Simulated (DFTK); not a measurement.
BaTe, 2 atoms in the cell. It takes space group Fm-3m (No. 225, cubic). Conventional cell: a = 6.820 Å, b = 6.820 Å, c = 6.820 Å, α = 90.00°, β = 90.00°, γ = 90.00°. Ba (site symmetry m-3m) is surrounded by 6 Te at 3.41 Å. Te (site symmetry m-3m) is surrounded by 6 Ba at 3.41 Å. 

```yaml
Program: DFTK 0.8.2
Task: single point
Functional: PBEsol
Potentials_or_basis: dojo.nc.sr.pbesol.v0_4_1.standard.upf (PBEsol)
Cutoff: 1088 eV
k_mesh: 7 × 7 × 7
Occupations: fermi-dirac, width 0.05 eV
Spin: no spin polarisation
Valence_electrons: Ba 10, Te 16
SCF_tolerance_on_the_density: 1e-06
```

Potentials or basis: dojo.nc.sr.pbesol.v0_4_1.standard.upf (PBEsol).

Run with:

```console
$ julia --threads=1 run.jl  # save.jl only writes the numbers to a file and isn't shown; printed stress counts tension as positive; times include loading and compiling
```

Hardware: 1 thread of Intel(R) Xeon(R) 6975P-C (Granite Rapids) (shared host).

Q: How long does it take, and how much memory?

A: Wall time 2.4 min on 1 thread of Intel(R) Xeon(R) 6975P-C (Granite Rapids) (shared host), peak memory 1.9 GiB. Counts: scf iterations 11, k points 20, plane waves 6498, bands 18.
